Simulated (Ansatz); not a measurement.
## What moves the pressure of BaS?

```
CELL_PARAMETERS angstrom
0.00000 3.51614 3.51614
3.51614 0.00000 3.51614
3.51614 3.51614 0.00000
ATOMIC_POSITIONS crystal
Ba 0.00000 0.00000 0.00000
S 0.25000 0.25000 0.25000
```

Atoms are numbered in the order listed.

The cell was built from the zincblende type and relaxed in the same program, and has space group F-43m; it needn't be a known or the stable phase.

Method: DFT, PBE, all-electron LAPW, scalar-relativistic in Ansatz 0.2.0.

Sampling and basis: a Γ-centred 9×9×9 k mesh, Fermi–Dirac smearing of 0.08 eV, basis error target 0.25 meV/atom, no spin polarisation.

Spin–orbit coupling is off unless a change turns it on.

In this reference run the pressure is 0.0 GPa (positive in compression). Each change below is made alone, on the same k mesh, with fractional coordinates held unless an atom is moved; x, y and z are the Cartesian axes.

Q: One change shifts the pressure by -1.2 GPa. Which?
A. functional lda
B. volume scaled by 0.98
C. spin-orbit coupling on
D. functional pbesol
E. volume scaled by 1.02

A: D. The others give: spin-orbit coupling on, 0.0 GPa; functional lda, -2.0 GPa; volume scaled by 1.02, -0.5 GPa; volume scaled by 0.98, +0.6 GPa.
